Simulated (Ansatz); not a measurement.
ZrS2:

```
Zr S
1.0
     3.69138    0.00000    0.00000
    -1.84569    3.19683    0.00000
     0.00000    0.00000    6.04108
Zr S
1 2
Direct
  0.00000 0.00000 0.00000
  0.33333 0.66667 0.23791
  0.66667 0.33333 0.76209
```

The cell is a database's computed one.

Base run:

| Item | Value |
| --- | --- |
| Program | Ansatz 0.2.0 |
| Functional | BLYP |
| Potentials or basis | Ansatz PAW |
| Cutoff | 420 eV (not typed: the program's choice for these potentials) |
| k mesh | 8 × 8 × 5 |
| Occupations | fermi-dirac, width 0.05 eV |
| Spin | no spin polarisation |

Its results: band gap on the k mesh 1.09 eV, indirect (least direct gap 1.63 eV); pressure 4.2 GPa; largest force 0.275 eV/Å.

Question: After a change of settings the same cell gave: band gap on the k mesh 1.36 eV, indirect (least direct gap 1.95 eV); pressure 0.0 GPa; largest force 0.020 eV/Å. Which change was it?
A. functional from BLYP to revPBE
B. functional from BLYP to PBE; occupations from fermi-dirac, width 0.05 eV to gaussian, width 0.029 eV
C. functional from BLYP to r2SCAN; cutoff from 420 eV (not typed: the program's choice for these potentials) to 500 eV (not typed: the program's choice for these potentials)
D. functional from BLYP to RPBE

Answer: C.

r2SCAN gives the wider gap, since meta-GGAs in the generalised Kohn-Sham scheme recover part of the derivative discontinuity.

Caveats: the PAW data sets come from PBE, with cores solved anew for the run's functional, which leaves a small shift of forces and pressure; this functional lacks dispersion, which binds the layers, so the pressure and a relaxed spacing across them are unreliable (some runs).
